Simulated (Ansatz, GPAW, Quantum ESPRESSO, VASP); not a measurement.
# GaAs: 4 runs at one level of theory

```
As Ga
1.0
     0.00000    2.82685    2.82685
     2.82685    0.00000    2.82685
     2.82685    2.82685    0.00000
As Ga
1 1
Direct
  0.75000 0.75000 0.75000
  0.00000 0.00000 0.00000
```

Alike in all runs: task band structure; functional r2SCAN; k mesh 6 × 6 × 6; occupations fermi-dirac, width 0.05 eV; no spin polarisation; no spin-orbit coupling. Pressure is positive in compression and, in plane waves, holds the error of the finite cutoff, which Ansatz's Pulay term estimates and takes out. Gaps are the smaller of the mesh's and the band path's.

```
                    program and potentials  plane-wave cutoff (eV)                                                                                                                            notes  band gap (eV)  pressure (GPa)
                        Ansatz, Ansatz PAW                     500  potentials made for PBE, which Ansatz adapts in part; 14 valence electrons an atom on average; Pulay term of +0.04 GPa included           1.01            0.50
            Quantum ESPRESSO, SG15 PBE 1.2                    1197                                                                  potentials made for PBE; 9 valence electrons an atom on average           0.59           -0.15
GPAW, GPAW PAW data sets (gpaw-data 1.2.1)                     600                                                                  potentials made for PBE; 4 valence electrons an atom on average           1.07            1.02
      VASP, PBE PAW files As, Ga_d, 520 eV                     520                                                                  potentials made for PBE; 9 valence electrons an atom on average           1.00            0.61
```

The band gap spans 0.59 (Quantum ESPRESSO, SG15 PBE 1.2) to 1.07 eV (GPAW, GPAW PAW data sets (gpaw-data 1.2.1)). The pressure spans -0.15 (Quantum ESPRESSO, SG15 PBE 1.2) to 1.02 GPa (GPAW, GPAW PAW data sets (gpaw-data 1.2.1)). The band gap of Quantum ESPRESSO, SG15 PBE 1.2 lies far from the others; the cause wasn't traced. Spin-orbit coupling, left out here, moves the band edges of heavy atoms.

The functional is the same throughout but for its coding, so the spread measures potentials, basis and numerics; runs on potential files found faulty are left out.
